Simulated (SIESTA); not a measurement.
SiNi:

```
CELL_PARAMETERS angstrom
2.94277 0.00000 0.00000
0.00000 3.28033 0.00000
0.00000 0.00000 4.67745
ATOMIC_POSITIONS crystal
Ni 0.50000 0.50000 0.34250
Ni 0.00000 0.00000 0.65750
Si 0.50000 0.50000 0.84314
Si 0.00000 0.00000 0.15686
```

The cell is a database's computed one.

| Property | Result |
| --- | --- |
| Program | SIESTA 5.4.2 |
| Task | single point |
| Functional | PBE |
| Potentials or basis | PseudoDojo 0.4 standard (PBE files) |
| Basis | DZP (energy shift 0.003 Ry; two zetas on semicore shells) |
| Grid cutoff | 800 Ry |
| Energy shift | 0.003 Ry |
| k mesh | 9 × 8 × 6 |
| Occupations | fermi-dirac, width 0.05 eV |
| Spin | collinear spin, ferromagnetic start |
| Starting moments | [1.0, 1.0, 0.0, 0.0] μB |

On this cell: pressure 6.6 GPa; largest force 0.144 eV/Å; net moment 0.00 μB per cell; band gap on the k mesh none (metal or under the smearing width).

The same run follows on a disturbed copy (atoms moved at random, drawn with an rms of 0.05 Å):

```
Ni Si
1.0
     2.94277    0.00000    0.00000
     0.00000    3.28033    0.00000
     0.00000    0.00000    4.67745
Ni Si
2 2
Direct
  0.49231 0.49907 0.33863
  0.99697 0.99110 0.65411
  0.50116 0.50926 0.84485
  0.99226 0.00146 0.15428
```

What changes?

The energy (extrapolated to zero smearing) moves by +4.6 meV/atom; pressure 6.6 GPa; largest force 0.537 eV/Å; net moment 0.00 μB per cell; band gap on the k mesh none (metal or under the smearing width).

Forces on the atoms (eV/Å):
```
Ni   0.052 -0.010  0.394
Ni   0.004  0.405 -0.073
Si  -0.109 -0.409 -0.330
Si   0.054  0.015  0.011
```

Stress tensor (GPa, compression positive):
```
 6.30  0.13  0.15
 0.13  6.34 -0.25
 0.15 -0.25  7.25
```

Caveats: short orbitals over semicore shells can move pressures by several GPa; the basis of atomic orbitals isn't converged, which shifts pressures, moduli and gaps.
